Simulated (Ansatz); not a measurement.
Runs of Ansatz 0.2.0 on Co. The structure is hexagonal, space group P6_3/mmc (No. 194). Conventional cell: a = 2.471 Å, b = 2.471 Å, c = 8.088 Å, α = 90.00°, β = 90.00°, γ = 120.00°. Co (site symmetry -6m2) is surrounded by 12 Co at 2.47 Å. Around Co (site symmetry -3m) lie 12 Co at 2.47 Å. 

| task | level | cell | smearing | points for each segment of the path | gap on the mesh (eV) | pressure (GPa) | moment (μB) |
| --- | --- | --- | --- | --- | --- | --- | --- |
| relaxation of cell and atoms | PBE | relaxed | fermi-dirac 0.05 eV | - | - | 0.0 | 6.67 |
| band structure | LDA | as given | fermi-dirac 0.05 eV | 14 | none | (b) | (a) |
| single point | PBE | as given | gaussian 0.011 eV | - | none | 4.7 | 6.62 |
| band structure | PBE | as given | fermi-dirac 0.05 eV | 14 | none | 4.7 | 6.61 |

Alike in all rows: potentials or basis Ansatz PAW; spin collinear, ferromagnetic start; k mesh 12 × 12 × 4; cutoff (eV) 420.

Task: Estimate the missing entries.

Result: (a) 6.36; (b) -14.6.

Caveats: the plane-wave basis is chosen anew once the cell has moved, so the energies of steps on either side of that aren't comparable (some runs); the PAW data sets come from PBE, with cores solved anew for the run's functional, which leaves a small shift of forces and pressure (some runs).

A gap of «none» marks a metal or a gap under the smearing width.
